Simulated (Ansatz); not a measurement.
# Si64C (interstitial C in Si): the cost of one run

Method: DFT PBE, scalar-relativistic, plane waves, PAW, in Ansatz 0.2.0.

## Step 1: Starting point

The structure is orthorhombic, space group Cmm2 (No. 35). Conventional cell: a = 15.361 Å, b = 15.361 Å, c = 10.862 Å, α = 90.00°, β = 90.00°, γ = 90.00°. Si (site symmetry mm2) is surrounded by 4 Si at 2.35 Å. Si (site symmetry 2) is surrounded by 4 Si at 2.35 Å. Si (site symmetry mm2) is surrounded by 1 C at 1.70 Å. Around Si (site symmetry 1) lie 4 Si at 2.35 Å. Only part of the 27 independent sites is listed.

Structure file:

```
CELL_PARAMETERS angstrom
10.86200 0.00000 0.00000
0.00000 10.86200 0.00000
0.00000 0.00000 10.86200
ATOMIC_POSITIONS crystal
Si 0.00000 0.00000 0.00000
Si 0.00000 0.00000 0.50000
Si 0.00000 0.50000 0.00000
Si 0.00000 0.50000 0.50000
Si 0.50000 0.00000 0.00000
Si 0.50000 0.00000 0.50000
Si 0.50000 0.50000 0.00000
Si 0.50000 0.50000 0.43095
Si 0.00000 0.25000 0.25000
Si 0.00000 0.25000 0.75000
Si 0.00000 0.75000 0.25000
Si 0.00000 0.75000 0.75000
Si 0.50000 0.25000 0.25000
Si 0.50000 0.25000 0.75000
Si 0.50000 0.75000 0.25000
Si 0.50000 0.75000 0.75000
Si 0.25000 0.00000 0.25000
Si 0.25000 0.00000 0.75000
Si 0.25000 0.50000 0.25000
Si 0.25000 0.50000 0.75000
Si 0.75000 0.00000 0.25000
Si 0.75000 0.00000 0.75000
Si 0.75000 0.50000 0.25000
Si 0.75000 0.50000 0.75000
Si 0.25000 0.25000 0.00000
Si 0.25000 0.25000 0.50000
Si 0.25000 0.75000 0.00000
Si 0.25000 0.75000 0.50000
Si 0.75000 0.25000 0.00000
Si 0.75000 0.25000 0.50000
Si 0.75000 0.75000 0.00000
Si 0.75000 0.75000 0.50000
Si 0.12500 0.12500 0.12500
Si 0.12500 0.12500 0.62500
Si 0.12500 0.62500 0.12500
Si 0.12500 0.62500 0.62500
Si 0.62500 0.12500 0.12500
Si 0.62500 0.12500 0.62500
Si 0.62500 0.62500 0.12500
Si 0.62500 0.62500 0.62500
Si 0.12500 0.37500 0.37500
Si 0.12500 0.37500 0.87500
Si 0.12500 0.87500 0.37500
Si 0.12500 0.87500 0.87500
Si 0.62500 0.37500 0.37500
Si 0.62500 0.37500 0.87500
Si 0.62500 0.87500 0.37500
Si 0.62500 0.87500 0.87500
Si 0.37500 0.12500 0.37500
Si 0.37500 0.12500 0.87500
Si 0.37500 0.62500 0.37500
Si 0.37500 0.62500 0.87500
Si 0.87500 0.12500 0.37500
Si 0.87500 0.12500 0.87500
Si 0.87500 0.62500 0.37500
Si 0.87500 0.62500 0.87500
Si 0.37500 0.37500 0.12500
Si 0.37500 0.37500 0.62500
Si 0.37500 0.87500 0.12500
Si 0.37500 0.87500 0.62500
Si 0.87500 0.37500 0.12500
Si 0.87500 0.37500 0.62500
Si 0.87500 0.87500 0.12500
Si 0.87500 0.87500 0.62500
C 0.50000 0.50000 0.58746
```

## Step 2: Relaxing the atoms: Si64C defect cell, no spin

input.yaml

```yaml
crystal:
  lattice:
    - [10.862, 0.0, 0.0]
    - [0.0, 10.862, 0.0]
    - [0.0, 0.0, 10.862]
  atoms:
    - { symbol: Si, position: [0.0, 0.0, 0.0] }
    - { symbol: Si, position: [0.0, 0.0, 0.5] }
    - { symbol: Si, position: [0.0, 0.5, 0.0] }
    - { symbol: Si, position: [0.0, 0.5, 0.5] }
    - { symbol: Si, position: [0.5, 0.0, 0.0] }
    - { symbol: Si, position: [0.5, 0.0, 0.5] }
    - { symbol: Si, position: [0.5, 0.5, 0.0] }
    - { symbol: Si, position: [0.5, 0.5, 0.43095194] }
    - { symbol: Si, position: [0.0, 0.25, 0.25] }
    - { symbol: Si, position: [0.0, 0.25, 0.75] }
    - { symbol: Si, position: [0.0, 0.75, 0.25] }
    - { symbol: Si, position: [0.0, 0.75, 0.75] }
    - { symbol: Si, position: [0.5, 0.25, 0.25] }
    - { symbol: Si, position: [0.5, 0.25, 0.75] }
    - { symbol: Si, position: [0.5, 0.75, 0.25] }
    - { symbol: Si, position: [0.5, 0.75, 0.75] }
    - { symbol: Si, position: [0.25, 0.0, 0.25] }
    - { symbol: Si, position: [0.25, 0.0, 0.75] }
    - { symbol: Si, position: [0.25, 0.5, 0.25] }
    - { symbol: Si, position: [0.25, 0.5, 0.75] }
    - { symbol: Si, position: [0.75, 0.0, 0.25] }
    - { symbol: Si, position: [0.75, 0.0, 0.75] }
    - { symbol: Si, position: [0.75, 0.5, 0.25] }
    - { symbol: Si, position: [0.75, 0.5, 0.75] }
    - { symbol: Si, position: [0.25, 0.25, 0.0] }
    - { symbol: Si, position: [0.25, 0.25, 0.5] }
    - { symbol: Si, position: [0.25, 0.75, 0.0] }
    - { symbol: Si, position: [0.25, 0.75, 0.5] }
    - { symbol: Si, position: [0.75, 0.25, 0.0] }
    - { symbol: Si, position: [0.75, 0.25, 0.5] }
    - { symbol: Si, position: [0.75, 0.75, 0.0] }
    - { symbol: Si, position: [0.75, 0.75, 0.5] }
    - { symbol: Si, position: [0.125, 0.125, 0.125] }
    - { symbol: Si, position: [0.125, 0.125, 0.625] }
    - { symbol: Si, position: [0.125, 0.625, 0.125] }
    - { symbol: Si, position: [0.125, 0.625, 0.625] }
    - { symbol: Si, position: [0.625, 0.125, 0.125] }
    - { symbol: Si, position: [0.625, 0.125, 0.625] }
    - { symbol: Si, position: [0.625, 0.625, 0.125] }
    - { symbol: Si, position: [0.625, 0.625, 0.625] }
    - { symbol: Si, position: [0.125, 0.375, 0.375] }
    - { symbol: Si, position: [0.125, 0.375, 0.875] }
    - { symbol: Si, position: [0.125, 0.875, 0.375] }
    - { symbol: Si, position: [0.125, 0.875, 0.875] }
    - { symbol: Si, position: [0.625, 0.375, 0.375] }
    - { symbol: Si, position: [0.625, 0.375, 0.875] }
    - { symbol: Si, position: [0.625, 0.875, 0.375] }
    - { symbol: Si, position: [0.625, 0.875, 0.875] }
    - { symbol: Si, position: [0.375, 0.125, 0.375] }
    - { symbol: Si, position: [0.375, 0.125, 0.875] }
    - { symbol: Si, position: [0.375, 0.625, 0.375] }
    - { symbol: Si, position: [0.375, 0.625, 0.875] }
    - { symbol: Si, position: [0.875, 0.125, 0.375] }
    - { symbol: Si, position: [0.875, 0.125, 0.875] }
    - { symbol: Si, position: [0.875, 0.625, 0.375] }
    - { symbol: Si, position: [0.875, 0.625, 0.875] }
    - { symbol: Si, position: [0.375, 0.375, 0.125] }
    - { symbol: Si, position: [0.375, 0.375, 0.625] }
    - { symbol: Si, position: [0.375, 0.875, 0.125] }
    - { symbol: Si, position: [0.375, 0.875, 0.625] }
    - { symbol: Si, position: [0.875, 0.375, 0.125] }
    - { symbol: Si, position: [0.875, 0.375, 0.625] }
    - { symbol: Si, position: [0.875, 0.875, 0.125] }
    - { symbol: Si, position: [0.875, 0.875, 0.625] }
    - { symbol: C, position: [0.5, 0.5, 0.58746087] }
scf:
  occupations: { method: fixed }
output:
  forces: true
  stress: false
  eigenvalues: true
kpoints:
  mp_grid: { grid: [2, 2, 2], shift: [0.5, 0.5, 0.5] }
hamiltonian:
  xc: pbe
relax:
  f_tol: 0.01
  max_steps: 100
```

Launch:

```
$ ansatz run input.yaml --threads 8 --pin off --max-ram 18432MiB --backend cpu --events-out ev --progress --plain --runs-dir out
```

Q: Estimate wall time and peak memory on 8 threads of Intel Xeon 6975P-C (Granite Rapids), shared host.

About 41 s, with a peak of 2.6 GiB.
